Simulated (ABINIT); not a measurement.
As:

```
As
1.0
     1.88080    1.08588    3.51406
    -1.88080    1.08588    3.51406
     0.00000   -2.17176    3.51406
As
2
Direct
  0.22600 0.22600 0.22600
  0.77400 0.77400 0.77400
```

* Program: ABINIT 10.8.3 (patched build)
* Task: relaxation of cell and atoms
* Functional: PBEsol
* Potentials or basis: PseudoDojo NC SR PBEsol v0.4.1 standard
* Cutoff: 1143 eV
* k mesh: 7 × 7 × 7
* Occupations: fermi-dirac, width 0.05 eV
* Spin: no spin polarisation

At the start: pressure 0.3 GPa; volume 21.53 Å³/atom.

Task: Where does the relaxation end?

Result: Over 12 steps the energy falls by 10.2 meV/atom and the volume is 20.85 Å³/atom (-3.2 %); space group R-3m (No. 166, to 0.05 Å).

Step by step:
```csv
step,energy change (eV),largest force (eV/Å),pressure (GPa),volume (Å³)
1,0.0000,0.3389,0.26,43.06
2,-0.0024,0.2745,0.00,43.10
3,-0.0084,0.0070,-0.93,43.11
4,-0.0098,0.0445,-0.98,42.99
5,-0.0151,0.1639,-0.66,42.23
6,-0.0174,0.1574,-0.09,41.70
7,-0.0188,0.0890,0.33,41.49
8,-0.0196,0.0070,0.50,41.48
9,-0.0200,0.0206,0.43,41.53
10,-0.0204,0.0247,0.17,41.64
11,-0.0205,0.0089,0.03,41.69
12,-0.0205,0.0009,0.00,41.69
```

Final structure:
```
As
1.0
     1.89568    1.09447    3.34936
    -1.89568    1.09447    3.34936
     0.00000   -2.18894    3.34936
As
2
Direct
  0.23002 0.23002 0.23002
  0.76998 0.76998 0.76998
```
